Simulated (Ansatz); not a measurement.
Runs of Ansatz 0.2.0 on Gd. It takes space group P6_3/mmc (No. 194, hexagonal). The conventional cell has a = 3.636 Å, b = 3.636 Å, c = 5.783 Å, α = 90.00°, β = 90.00°, γ = 120.00°. Gd (site symmetry -6m2) is surrounded by 12 Gd at 3.57 to 3.64 Å. 

```tsv
task	spin	fixed moment (μB)	cell	k mesh	target pressure (GPa)	gap on the mesh (eV)	pressure (GPa)	moment (μB)
single point	collinear, ferromagnetic start	-	as given	8 × 8 × 5	-	none	-1.7	(a)
single point	collinear, ferromagnetic start	17.5	as given	7 × 7 × 4	-	-	(b)	17.50
single point	collinear, ferromagnetic start	10.5	as given	7 × 7 × 4	-	-	1.4	10.50
relaxation of cell and atoms	collinear, ferromagnetic start	-	relaxed	8 × 8 × 5	0	none	0.0	15.17
single point	non-collinear, random start	-	as given	6 × 6 × 4	-	none	-2.5	0.14
single point	collinear, ferromagnetic start	21.0	as given	7 × 7 × 4	-	-	1.4	21.00
single point	collinear, ferromagnetic start	7.0	as given	7 × 7 × 4	-	-	3.7	7.00
single point	off	-	as given	8 × 8 × 5	-	none	-4.7	-
single point	collinear, program default start	0.0	as given	7 × 7 × 4	-	-	-4.6	0.00
single point	collinear, antiferromagnetic start	-	as given	8 × 8 × 5	-	none	-2.5	0.00
single point	collinear, ferromagnetic start	28.0	as given	7 × 7 × 4	-	-	8.0	28.00
```

Alike in all rows: level PBEsol; potentials or basis Ansatz PAW; cutoff (eV) 420; smearing fermi-dirac 0.05 eV.

Estimate the missing entries.

(a) 15.22; (b) 0.7.

Caveats: the PAW data sets come from PBE, with cores solved anew for the run's functional, which leaves a small shift of forces and pressure; spin-orbit coupling is left out, which moves the levels of the heavy elements (some runs); the total moment is fixed, so each spin has its own Fermi level (some runs); the thresholds are loose for stress (some runs); the plane-wave basis is chosen anew once the cell has moved, so the energies of steps on either side of that aren't comparable (some runs).

A k mesh can miss the band edges, and the runs leave out spin-orbit coupling on Gd.

A gap of «none» marks a metal or a gap under the smearing width.
